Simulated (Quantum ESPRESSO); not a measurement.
The system is ZrS2.

```
Zr S
1.0
     3.69138    0.00000    0.00000
    -1.84569    3.19683    0.00000
     0.00000    0.00000    6.04108
Zr S
1 2
Direct
  0.00000 0.00000 0.00000
  0.33333 0.66667 0.23791
  0.66667 0.33333 0.76209
```

The cell is a database's computed one.

Base run:

* Program: Quantum ESPRESSO 7.5
* Functional: LDA
* Potentials or basis: PseudoDojo 0.4.1 SR LDA standard
* Cutoff: 952 eV
* Density cutoff: 3810 eV
* k mesh: 8 × 8 × 5
* Occupations: fermi-dirac, width 0.05 eV
* Spin: no spin polarisation

Its results: band gap on the k mesh 0.93 eV, indirect (least direct gap 1.53 eV); pressure -4.5 GPa; largest force 0.291 eV/Å.

Q: The run is repeated on the same cell with these changes: functional from LDA to PBE; potentials or basis from PseudoDojo 0.4.1 SR LDA standard to PseudoDojo 0.4.1 SR PBE standard; cutoff from 952 eV to 898 eV; density cutoff from 3810 eV to 3592 eV. What comes out?

A: Band gap on the k mesh 1.05 eV, indirect (least direct gap 1.63 eV); pressure 0.5 GPa; largest force 0.053 eV/Å.

Caveats: this functional lacks dispersion, which binds the layers, so the pressure and a relaxed spacing across them are unreliable (some runs).
